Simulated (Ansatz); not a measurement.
## Compressing P: a fit and a missing row

P, Pm-3m, a = 2.422 Å. This isn't the element's structure at ambient conditions. Ansatz: PBEsol, PAW, 420 eV, Γ-centred 18×18×18 mesh on 1 atom, Gaussian smearing 0.10 eV; no spin polarisation. Shape and atoms are relaxed at each volume; pressure is positive in compression.

| V (Å³/atom) | P (GPa) |
| --- | --- |
| 13.349 | ? |
| 13.775 | 3.86 |
| 14.201 | 0.00 |
| 14.627 | -3.27 |
| 15.053 | -6.33 |

Take V0 = 14.201 Å³/atom, fit the third-order Birch–Murnaghan form to the other rows, and predict the missing pressure.

With the Eulerian strain f = ½[(V0/V)^(2/3) − 1] and y = P/[3f(1 + 2f)^(5/2)], the form is the line y = B0 + 1.5 B0 (B0′ − 4) f. Rows (f, y): 0.01026, 119.2; -0.00976, 117.3; -0.01905, 122.1. Means f = -0.006183, y = 119.53; Σ(Δf)² = 0.0004487, ΣΔfΔy = -0.03052; the slope is their ratio. y = 119.1 − 68.01 f GPa, so B0 = 119.1 GPa and B0′ = 4 + 2 × (-68.01)/(3 × 119.1) = 3.62. At V = 13.349, f = 0.02105, y = 117.67 and P = 8.24 GPa. The run gave 8.60 GPa, so the fit is 0.36 GPa too low, 2.4 % of the span of the series, against an rms of 0.07 GPa on the fitted rows. The row lies outside the fitted range. The records show no cause, and too few rows are left to test a further term.